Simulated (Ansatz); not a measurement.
# NiO2 (R-3m) in Ansatz: further runs

One crystal, NiO2, is run at these levels: PBEsol; tasks: single point, equation of state.

All numbers are computed with Ansatz 0.2.0; they aren't measurements. Logs are shortened: lines on timing, memory, paths and dates and some standing lists are left out, and cuts for length are marked.

### 1 Starting point

Symmetry: R-3m, No. 166, trigonal system. Conventional cell: a = 2.804 Å, b = 2.804 Å, c = 20.923 Å, α = 90.00°, β = 90.00°, γ = 120.00°. Ni (site symmetry -3m) has 6 O at 1.88 Å as nearest neighbours. O (site symmetry 3m) is surrounded by 3 Ni at 1.88 Å.

The cell comes from a database or a generator and needn't be the stable form of this composition.

### 2 Single point, PBEsol, collinear spin, ferromagnetic start, 14.88 Å³/atom (volume scaled by 0.94)

File input.yaml:

```yaml
crystal:
  lattice:
    - [1.3735059906, 0.7929940534, 6.831922261]
    - [-1.3735059906, 0.7929940534, 6.831922261]
    - [0.0, -1.5859881068, 6.831922261]
  atoms:
    - { symbol: Ni, position: [0.0, 0.0, 0.0], spin: 1.0 }
    - { symbol: O, position: [0.378789, 0.378789, 0.378789] }
    - { symbol: O, position: [0.621211, 0.621211, 0.621211] }
hamiltonian:
  xc: pbesol
  pseudopotentials: { kind: paw }
magnetization:
  spin_polarized: true
kpoints:
  mp_grid: { grid: [11, 11, 11] }
scf:
  occupations: { method: fermi_dirac, width: 0.05 }
output:
  forces: true
  stress: true
  eigenvalues: true
  write_density: true
  write_potential: true
  elf: true
  volumetric_format: npy
```

Potentials or basis: Ansatz PAW.

The run is started by

```console
> ansatz run input.yaml --threads 2 --pin off --max-ram 5632MiB --backend cpu --events-out ev --progress --plain --runs-dir out
```

The program printed:

```text
Warning: RAYON_NUM_THREADS=2 ignored (pool sized by the plan → 2); use --threads N
basis.fft_grid_basis auto: the FFT boxes are laid along the combinations [[1, -1, 0], [0, 1, 0], [0, -1, 1]] of the cell's own vectors, 2.747, 7.014 and 2.747 Å long. The dense box has 20×48×20 points. Along the cell's own vectors, as sized, it would have 48×48×48, 5.76 times as many. Of the 12 symmetry operations that the crystal satisfies within crystal.symmetry.tolerance (time reversal apart; of a slab, those that keep its plane) the dense box along the cell's own vectors carries 12, and the one as laid loses 8 of those. basis.fft_grid_basis: typed keeps the cell's own vectors: state it where this run's energies or levels are differenced outside the engine with another run's, or held beside a run that keeps those vectors. Those combinations have planes normal to reciprocal vector 3, as the cell's own vectors have. Each planar average written beside output.write_density, output.write_potential has a row for each plane of the box: 20. The volumetric files lie along those combinations, not along the cell's own vectors: a cube or XSF file states them, and fields.json those of NumPy files.
Engine: ansatz 0.2.0, x86_64-unknown-linux-gnu
Pseudopotentials: kind: paw
Pseudopotential: Ni, paw, valence charge 18, recommended cutoff 420 eV (normal), Ni.paw.azcp
Pseudopotential: O, paw, valence charge 6, recommended cutoff 420 eV (normal), O.paw.azcp
Functional definition: PBEsol
  exchange = pbesol_x
  correlation = pbesol_c
Crystal: 3 atoms, lattice volume = 44.647 Å³
Basis set: ecut = 420 eV, 881 PW (Γ), FFT grids on a1−a2, a2, −a2+a3, exchange–correlation on 40×96×40 points (8 copies of the dense FFT grid, shifted against one another)
Bands: 20, of which v1, the nominal top of the filled ones, is band 15 counted from 1 (14 counted from 0)
Symmetry: 12 space group operations
Space group: R-3m (ITA 166), of the structure as read, at distance tolerance 3.5e-5 Å
Magnetic group: BNS 166.97 (UNI 1327), of the structure as read, at distance tolerance 3.5e-5 Å
k-points: 146 of 1331
Non-local potential: Ni, projectors of the file, l = 0: 3, l = 1: 2, l = 2: 3, l = 3: 1
Non-local potential: O, projectors of the file, l = 0: 2, l = 1: 2, l = 2: 1
PAW form: soft (Blöchl's): semilocal exchange-correlation on the pseudo side does not see the compensation charge
PAW frozen core: Ni, regenerated for the run's functional, and the local potential with it (the file was generated under x = pbe(κ = 0.804, μ = 0.2195149727645171), c = pbe(β = 0.06672455060314922))
PAW frozen core: O, regenerated for the run's functional, and the local potential with it (the file was generated under x = pbe(κ = 0.804, μ = 0.2195149727645171), c = pbe(β = 0.06672455060314922))
PAW one-centre angular grid: Ni, 590 points (default); XC on 64 Gauss nodes
PAW one-centre angular grid: O, 110 points (default); XC on 64 Gauss nodes
Initial density: superposition of atomic densities (chi_scale 0.1, normalization cell, long waves kept (reshape's long-wave potential 0.53 eV rms))
Starting moments: Σ|m| = 1 μB on 1 of 3 sites
Initial wavefunctions: pseudopotential atomic-orbital guess
Functional: x = pbesol(κ = 0.804, μ = 0.12345679012345678), c = pbesol(β = 0.046)
SCF iter   1: F=—  HF=-6922.718402 eV  |F-HF|=—  |Δ(HF+E_count)|=         —  Δρ=1.26e-1 (↑4.42e-2 ↓1.26e-1)  dr2=6.34e0  dr2_m=1.82e0  M=0.000 μB ∫|m|=0.105 μB  β_m=0.30  ethr=3.10e-3  ⟨swp⟩=6.7  Hψ=30926  notcnv=0
Mixer restart at iter 1: flushing history
preconditioner: auto → none  [insulator: Δε(μ)=1.342 eV  Ē_g=14.259 eV  σ=0.050 eV  W_gap=1.00  n_scr=4 (ndim 8)  ℏωp=26.1 eV  f_vac=0.399  D(μ)=0.00/eV (n_scr^D=0)  ε∞_Penn≈4.3]
SCF iter   2: F=—  HF=-6924.448484 eV  |F-HF|=—  |Δ(HF+E_count)|=    1.73e0  Δρ=9.52e-2 (↑9.52e-2 ↓4.00e-2)  dr2=2.32e0  dr2_m=9.46e-1  M=0.000 μB ∫|m|=0.075 μB  β_m=0.29  ethr=3.10e-3  ⟨swp⟩=3.9  Hψ=16398  notcnv=0  defer=34
[... 7 lines left out ...]
[... 6 lines left out ...]
SCF converged after 12 iterations
Magnetization: -0.0000 μB (15.0000 up, 15.0000 down)
Absolute magnetization: 0.0000 μB (∫|ρ↑−ρ↓|, with the PAW one-centre terms)
Spin contamination: 0.0000 ħ² per cell (⟨S²⟩ above its minimum at these occupations)
Per-site moments (μB) at R_I (Å): [(1.1835333320270673e-6, 0.7587452446838452), (-9.110119241161159e-7, 0.7587452446838453), (-9.11011924146928e-7, 0.7587452446838452)]
Free energy (F): -6923.816702 eV
Harris-Foulkes:  -6923.816702 eV  (|F-HF|=4.24e-10)
Internal energy: -6923.816701 eV  (E = F + TS)
E sigma→0 (E₀):  -6923.816701 eV
Entropy (-TS):   -0.000000 eV (-0.000 meV/atom)
Fermi energy:    3.265099 eV
--- Per-component energies (eV) ---
  E_band       = -644.873326
  E_kinetic    = 625.783509
  E_local      = -9958.046233  (includes V_loc(G=0)·N_el)
  E_nonlocal   = 723.275907
  E_hartree    = 4416.133527
  E_xc         = -229.622282
  E_vxc        = -295.530702  (∫ρ·V_xc dr)
  E_paw        = -1887.407592  (= ΣΔE_a)
  E_vpaw       = -572.625851  (= ΣTr[D̂ρ^β])
  E_aug_tail   = 0.005061  (compensation charges beyond the density's cutoff)
  E_ewald      = -614.206463
  E_core_change = 0.267865  (= ΣΔE_core)
  E_smearing   = -0.000000  (= −TS)
  E_closure    = 0.000000  (closes the sum)
  Σ components = -6923.816702   (vs F -6923.816702, Δ=0.00e0)
--- Forces (eV/Å), atoms counted from 1 ---
  atom   1  Ni     0.00000000     0.00000000     0.00000000
  atom   2  O      0.00000000    -0.00000000     0.38175804
  atom   3  O      0.00000000     0.00000000    -0.38175804
  max |Σ_I F_I| component: 1.05e-30 eV/Å
--- Stress (GPa, compression-positive) ---
        5.597327       0.000000       0.000000
        0.000000       5.597327      -0.000000
        0.000000       0.000000       2.529031
  P = ⅓ Tr σ = 4.5746 GPa (45.746 kbar)
--- Band table (eV; the first three rows and the last of 292) ---
  k-point 0 ↑: bands = ["-101.3148", "-61.8943", "-61.8943", "-61.6242", "-17.2768", "-14.6877", "-3.1831", "-3.1831", "-3.1166", "0.4548", "0.4548", "1.1778", "1.5647", "1.5647", "2.4758", "5.1322", "5.1322", "9.6816", "13.2401", "13.5764"]
  k-point 1 ↑: bands = ["-101.3143", "-61.8996", "-61.8956", "-61.6234", "-17.1566", "-14.6932", "-3.2598", "-3.1101", "-2.9944", "0.0715", "0.2072", "1.3450", "1.4533", "1.7429", "2.5454", "4.8361", "5.0614", "9.9669", "13.5098", "13.9064"]
  k-point 2 ↑: bands = ["-101.3129", "-61.9137", "-61.8990", "-61.6214", "-16.8168", "-14.7133", "-3.4009", "-2.9139", "-2.6598", "-0.8918", "-0.2087", "1.2357", "1.7904", "1.9271", "2.5151", "4.2134", "4.9281", "10.7147", "14.1520", "14.7445"]
  k-point 145 ↓: bands = ["-101.3143", "-61.8996", "-61.8956", "-61.6234", "-17.1562", "-14.6939", "-3.2611", "-3.1102", "-2.9796", "0.0712", "0.2073", "1.3075", "1.4367", "1.7431", "2.5680", "4.8335", "5.0612", "10.5901", "11.8851", "14.6068"]
```

Wall time 21 s (2 threads of Intel Xeon at 2.70GHz, shared host); peak memory 0.51 GiB.

What came out:

* Free energy: -6923.8167 eV
* Pressure: 4.6 GPa
* Largest force: 0.382 eV/Å
* Band gap on the k mesh: 1.36 eV, indirect (least direct gap 1.65 eV)
* Net moment: 0.00 μB per cell
* Absolute moment: 0.00 μB per cell

Caveat: odd divisions of the mesh miss points on the zone boundary, where band edges often lie, so the gap on the mesh can be too wide; the pressure holds a Pulay correction of +0.7 GPa for the finite cutoff; the PAW data sets come from PBE, with cores solved anew for the run's functional, which leaves a small shift of forces and pressure; the starting moments weren't kept.

### 3 Single point, PBEsol, collinear spin, ferromagnetic start, 15.20 Å³/atom (volume scaled by 0.96)

input.yaml: that of step 2 with these lines changed.

```diff
@@ -2,5 +2,5 @@
   lattice:
-    - [1.3735059906, 0.7929940534, 6.831922261]
-    - [-1.3735059906, 0.7929940534, 6.831922261]
-    - [0.0, -1.5859881068, 6.831922261]
+    - [1.3831788867, 0.7985787026, 6.8800359748]
+    - [-1.3831788867, 0.7985787026, 6.8800359748]
+    - [0.0, -1.5971574051, 6.8800359748]
   atoms:
@@ -22,5 +22 @@
   eigenvalues: true
-  write_density: true
-  write_potential: true
-  elf: true
-  volumetric_format: npy
```

Potentials or basis: Ansatz PAW.

The run is started by

```console
> ansatz run input.yaml --threads 2 --pin off --max-ram 5632MiB --backend cpu --events-out ev --progress --plain --runs-dir out
```

Run time: 17 s. Hardware: 2 threads of Intel Xeon at 2.70GHz, shared host; peak memory 0.51 GiB.

The run converged. Its results:

| Item | Value |
| --- | --- |
| Free energy | -6923.8344 eV |
| Pressure | 1.5 GPa |
| Largest force | 0.062 eV/Å |
| Band gap on the k mesh | 1.32 eV, indirect (least direct gap 1.60 eV) |
| Net moment | 0.00 μB per cell |
| Absolute moment | 0.00 μB per cell |

Caveat: odd divisions of the mesh miss points on the zone boundary, where band edges often lie, so the gap on the mesh can be too wide; the pressure holds a Pulay correction of +0.7 GPa for the finite cutoff; the PAW data sets come from PBE, with cores solved anew for the run's functional, which leaves a small shift of forces and pressure; the starting moments weren't kept.

### 4 Single point, PBEsol, collinear spin, ferromagnetic start, 15.52 Å³/atom (volume scaled by 0.98)

input.yaml: that of step 3 with these lines changed.

```diff
@@ -2,5 +2,5 @@
   lattice:
-    - [1.3831788867, 0.7985787026, 6.8800359748]
-    - [-1.3831788867, 0.7985787026, 6.8800359748]
-    - [0.0, -1.5971574051, 6.8800359748]
+    - [1.3927183529, 0.8040863159, 6.9274859982]
+    - [-1.3927183529, 0.8040863159, 6.9274859982]
+    - [0.0, -1.6081726319, 6.9274859982]
   atoms:
@@ -22 +22,5 @@
   eigenvalues: true
+  write_density: true
+  write_potential: true
+  elf: true
+  volumetric_format: npy
```

The run is started by

```console
> ansatz run input.yaml --threads 2 --pin off --max-ram 5632MiB --backend cpu --events-out ev --progress --plain --runs-dir out
```

It took 21 s on 2 threads of Intel Xeon at 2.70GHz, shared host; peak memory 0.52 GiB.

It converged, with:

```yaml
Free_energy: -6923.8346 eV
Pressure: -1.3 GPa
Largest_force: 0.232 eV/Å
Band_gap_on_the_k_mesh: 1.29 eV, indirect (least direct gap 1.56 eV)
Net_moment: 0.00 μB per cell
Absolute_moment: 0.00 μB per cell
```

Caveat: odd divisions of the mesh miss points on the zone boundary, where band edges often lie, so the gap on the mesh can be too wide; the pressure holds a Pulay correction of +0.6 GPa for the finite cutoff; the PAW data sets come from PBE, with cores solved anew for the run's functional, which leaves a small shift of forces and pressure; the starting moments weren't kept.

### 5 Single point, PBEsol, collinear spin, ferromagnetic start, 15.83 Å³/atom

input.yaml: that of step 4 with these lines changed.

```diff
@@ -2,5 +2,5 @@
   lattice:
-    - [1.3927183529, 0.8040863159, 6.9274859982]
-    - [-1.3927183529, 0.8040863159, 6.9274859982]
-    - [0.0, -1.6081726319, 6.9274859982]
+    - [1.4021288975, 0.8095194964, 6.9742947559]
+    - [-1.4021288975, 0.8095194964, 6.9742947559]
+    - [0.0, -1.6190389928, 6.9742947559]
   atoms:
```

The run is started by

```console
> ansatz run input.yaml --threads 2 --pin off --max-ram 5632MiB --backend cpu --events-out ev --progress --plain --runs-dir out
```

Wall time 22 s (2 threads of Intel Xeon at 2.70GHz, shared host); peak memory 0.52 GiB.

It converged, with:

- Free energy: -6923.8192 eV
- Pressure: -3.8 GPa
- Largest force: 0.502 eV/Å
- Band gap on the k mesh: 1.25 eV, indirect (least direct gap 1.52 eV)
- Net moment: 0.00 μB per cell
- Absolute moment: 0.00 μB per cell

Caveat: odd divisions of the mesh miss points on the zone boundary, where band edges often lie, so the gap on the mesh can be too wide; the pressure holds a Pulay correction of +0.6 GPa for the finite cutoff; the PAW data sets come from PBE, with cores solved anew for the run's functional, which leaves a small shift of forces and pressure; the starting moments weren't kept.

### 6 Single point, PBEsol, collinear spin, ferromagnetic start, 16.15 Å³/atom (volume scaled by 1.02)

input.yaml: that of step 5 with these lines changed.

```diff
@@ -2,5 +2,5 @@
   lattice:
-    - [1.4021288975, 0.8095194964, 6.9742947559]
-    - [-1.4021288975, 0.8095194964, 6.9742947559]
-    - [0.0, -1.6190389928, 6.9742947559]
+    - [1.41141479, 0.8148807089, 7.0204834845]
+    - [-1.41141479, 0.8148807089, 7.0204834845]
+    - [0.0, -1.6297614178, 7.0204834845]
   atoms:
@@ -22,5 +22 @@
   eigenvalues: true
-  write_density: true
-  write_potential: true
-  elf: true
-  volumetric_format: npy
```

Potentials or basis: Ansatz PAW.

The run is started by

```console
> ansatz run input.yaml --threads 2 --pin off --max-ram 5632MiB --backend cpu --events-out ev --progress --plain --runs-dir out
```

Wall time 17 s (2 threads of Intel Xeon at 2.70GHz, shared host); peak memory 0.52 GiB.

Results (log left out):

```
Free energy            : -6923.7899 eV
Pressure               : -6.0 GPa
Largest force          : 0.749 eV/Å
Band gap on the k mesh : 1.22 eV, indirect (least direct gap 1.47 eV)
Net moment             : 0.00 μB per cell
Absolute moment        : 0.00 μB per cell
```

Caveat: odd divisions of the mesh miss points on the zone boundary, where band edges often lie, so the gap on the mesh can be too wide; the pressure holds a Pulay correction of +0.6 GPa for the finite cutoff; the PAW data sets come from PBE, with cores solved anew for the run's functional, which leaves a small shift of forces and pressure; the starting moments weren't kept.

### 7 Single point, PBEsol, collinear spin, ferromagnetic start, 16.47 Å³/atom (volume scaled by 1.04)

input.yaml: that of step 6 with these lines changed.

```diff
@@ -2,5 +2,5 @@
   lattice:
-    - [1.41141479, 0.8148807089, 7.0204834845]
-    - [-1.41141479, 0.8148807089, 7.0204834845]
-    - [0.0, -1.6297614178, 7.0204834845]
+    - [1.4205800779, 0.8201722904, 7.066072317]
+    - [-1.4205800779, 0.8201722904, 7.066072317]
+    - [0.0, -1.6403445807, 7.066072317]
   atoms:
@@ -22 +22,5 @@
   eigenvalues: true
+  write_density: true
+  write_potential: true
+  elf: true
+  volumetric_format: npy
```

The run is started by

```console
> ansatz run input.yaml --threads 2 --pin off --max-ram 5632MiB --backend cpu --events-out ev --progress --plain --runs-dir out
```

Wall time 24 s (2 threads of Intel Xeon at 2.70GHz, shared host); peak memory 0.53 GiB.

Results (log left out):

| Property | Result |
| --- | --- |
| Free energy | -6923.7483 eV |
| Pressure | -8.0 GPa |
| Largest force | 0.977 eV/Å |
| Band gap on the k mesh | 1.19 eV, indirect (least direct gap 1.44 eV) |
| Net moment | 0.00 μB per cell |
| Absolute moment | 0.00 μB per cell |

Caveat: odd divisions of the mesh miss points on the zone boundary, where band edges often lie, so the gap on the mesh can be too wide; the pressure holds a Pulay correction of +0.6 GPa for the finite cutoff; the PAW data sets come from PBE, with cores solved anew for the run's functional, which leaves a small shift of forces and pressure; the starting moments weren't kept.

### 8 Single point, PBEsol, collinear spin, ferromagnetic start, 16.78 Å³/atom (volume scaled by 1.06)

input.yaml: that of step 7 with these lines changed.

```diff
@@ -2,5 +2,5 @@
   lattice:
-    - [1.4205800779, 0.8201722904, 7.066072317]
-    - [-1.4205800779, 0.8201722904, 7.066072317]
-    - [0.0, -1.6403445807, 7.066072317]
+    - [1.4296286026, 0.8253964585, 7.1110803605]
+    - [-1.4296286026, 0.8253964585, 7.1110803605]
+    - [0.0, -1.6507929171, 7.1110803605]
   atoms:
@@ -22,5 +22 @@
   eigenvalues: true
-  write_density: true
-  write_potential: true
-  elf: true
-  volumetric_format: npy
```

The run is started by

```console
> ansatz run input.yaml --threads 2 --pin off --max-ram 5632MiB --backend cpu --events-out ev --progress --plain --runs-dir out
```

Run time: 18 s. Hardware: 2 threads of Intel Xeon at 2.70GHz, shared host; peak memory 0.53 GiB.

Results (log left out):

```yaml
Free_energy: -6923.6955 eV
Pressure: -9.8 GPa
Largest_force: 1.186 eV/Å
Band_gap_on_the_k_mesh: 1.16 eV, indirect (least direct gap 1.40 eV)
Net_moment: 0.00 μB per cell
Absolute_moment: 0.00 μB per cell
```

Caveat: odd divisions of the mesh miss points on the zone boundary, where band edges often lie, so the gap on the mesh can be too wide; the pressure holds a Pulay correction of +0.6 GPa for the finite cutoff; the PAW data sets come from PBE, with cores solved anew for the run's functional, which leaves a small shift of forces and pressure; forces of over 1 eV/Å show positions far from the minimum, so gaps and moduli don't describe the material at rest; the starting moments weren't kept.

### 9 Equation of state, PBEsol, collinear spin, ferromagnetic start

Potentials or basis: Ansatz PAW.

No new run: the results of the series are fitted here.

Results:

* Equilibrium volume: 15.36 Å³/atom
* Bulk modulus at fixed shape and positions: 135 GPa
* Pressure derivative of the bulk modulus: 4.5

Energy against volume, from the lowest point:
```tsv
volume (Å³/atom)	energy (meV/atom)
14.882	5.96
15.199	0.07
15.516	0.00
15.832	5.11
16.149	14.88
16.466	28.76
16.782	46.35
```

Caveat: the cell was scaled at fixed shape and fractional positions, which overstates the stiffness of a crystal with free parameters, most of all of layers and chains.
